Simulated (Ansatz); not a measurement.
**MgO: a vibration from a frozen displacement**

Method: Ansatz, DFT r2SCAN, scalar-relativistic, plane waves, PAW. The runs took a 500 eV cutoff, a Γ-centred 6×6×6 mesh and Gaussian smearing (0.05 eV). No spin polarisation. Energies are free energies at this smearing, counted from the undisturbed cell; pressure is positive in compression.

Zero of the scan (relaxed at this level; this form isn't the usual structure):

```
Mg O
1.0
     3.48410    0.00000    0.00000
    -1.74205    3.01732    0.00000
     0.00000    0.00000    4.18569
Mg O
2 2
Direct
  0.66667 0.33333 0.75000
  0.33333 0.66667 0.25000
  0.66667 0.33333 0.25000
  0.33333 0.66667 0.75000
```

Atom 3 (O) is moved by x along the Cartesian unit vector (0.000, -0.693, -0.721); the cell and all other atoms stay fixed. The cell's volume is 44.00 Å³; the moved atoms weigh 15.999 u together and the others 64.609 u.

```csv
x (Å),ΔE (meV/cell),total force on the moved atoms along the move (eV/Å),pressure (GPa)
-0.3000,469.46,3.0351,3.9454
-0.2000,213.38,2.0810,1.8289
-0.1000,54.80,1.0801,0.4907
0.0000,0.00,0.0000,0.0231
0.0500,14.38,-0.5801,0.1462
0.1000,58.55,-1.1923,0.5237
0.1500,134.20,-1.8402,1.1679
0.2000,243.20,-2.5265,2.0910
0.2500,387.54,-3.2541,3.3048
0.3000,569.33,-4.0244,4.8203
```

**Question.** What frequency belongs to this motion?

**Answer.** The force constant is k = −dF/dx = 11.336 eV/Å², from the parabola through x = -0.1000, 0 and 0.0500. In every cell the moved atoms swing against the rest, so the mass is μ = m₁m₂/(m₁ + m₂) = 12.824 u, and ν̃ = 521.5 cm⁻¹ × √(|k|/μ) = 490 cm⁻¹. The pattern needn't be a normal mode: ν̃² is then a weighted mean of the squared nonzero frequencies at the zone centre of this cell, taken without macroscopic field, so it lies between the lowest and the highest of them.

**Question.** How far does the harmonic law reach?

**Answer.** At x = -0.300 Å, kx²/2 = 510.11 meV against the computed 469.46 meV (-8.0 %): the well is still close to harmonic there.

Cost: 10 runs of about 1.9 core-minutes in all, on Arm Neoverse V2 (shared hosts).